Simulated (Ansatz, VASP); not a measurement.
Tl in VASP and in Ansatz

```
Tl
1.0
     3.44268    0.00000    0.00000
    -1.72134    2.98145    0.00000
     0.00000    0.00000    3.18871
Tl
1
Cartesian
  0.0000 0.0000 1.5944
```

Alike in both runs: task relaxation of cell and atoms; functional PBE; k mesh 6 × 6 × 6; occupations gaussian, width 0.1 eV; no spin polarisation.

|  | VASP | Ansatz |
| --- | --- | --- |
| version | VASP 6.6.1 | Ansatz 0.2.0 |
| potentials or method | VASP PAW PBE potentials, release 64 (Tl_d) | scalar-relativistic, plane waves, PAW |
| plane-wave cutoff (eV) | 600 | 420 |
| valence electrons in the cell | 13 | 13 |

|  | VASP | Ansatz | Ansatz less VASP |
| --- | --- | --- | --- |
| gap on the k mesh at the Fermi level, each at its own relaxed structure (eV) | none | none | - |
| relaxed volume (Å³/atom) | 33.18 | 32.96 | -0.218 |
| relaxed cell length with the largest relative difference (Å) | 3.317 | 3.287 | -0.0307 |
| energy change over the relaxation (meV/atom) | -7 | -7 | +0.3 |

A gap of «none» marks a metal or a gap that the smearing closes.

Spin-orbit coupling is left out, which matters for the levels of Tl.
